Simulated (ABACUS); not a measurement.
The system is GaP.

```xyz
2
Lattice="-2.7252 0.0000 2.7252 0.0000 2.7252 2.7252 -2.7252 2.7252 0.0000" Properties=species:S:1:pos:R:3 pbc="T T T"
Ga    0.0000    0.0000    0.0000
P    -1.3626    1.3626    1.3626
```

Base run:

| Property | Result |
| --- | --- |
| Program | ABACUS 3.10.1 |
| Functional | LDA-PW92 |
| Potentials or basis | PseudoDojo NC SR 0.4.1 LDA standard |
| Cutoff | 1102 eV |
| Density cutoff | 4408 eV |
| Basis | plane waves |
| k mesh | 6 × 6 × 6 |
| Occupations | fermi-dirac, width 0.05 eV |
| Spin | no spin polarisation |

Its results: band gap on the k mesh 1.50 eV, indirect (least direct gap 1.60 eV); pressure -2.9 GPa.

The run is repeated on the same cell with these changes: functional from LDA-PW92 to OLYP; potentials or basis from PseudoDojo NC SR 0.4.1 LDA standard to PseudoDojo NC SR 0.4.1 PBE standard. What comes out?

Band gap on the k mesh 1.95 eV, indirect (least direct gap 2.12 eV); pressure 4.0 GPa.

Caveats: the potentials were made for another functional, which shifts forces and pressure (some runs).

A k mesh can miss the band edges.

Not every run made on this cell is shown here.
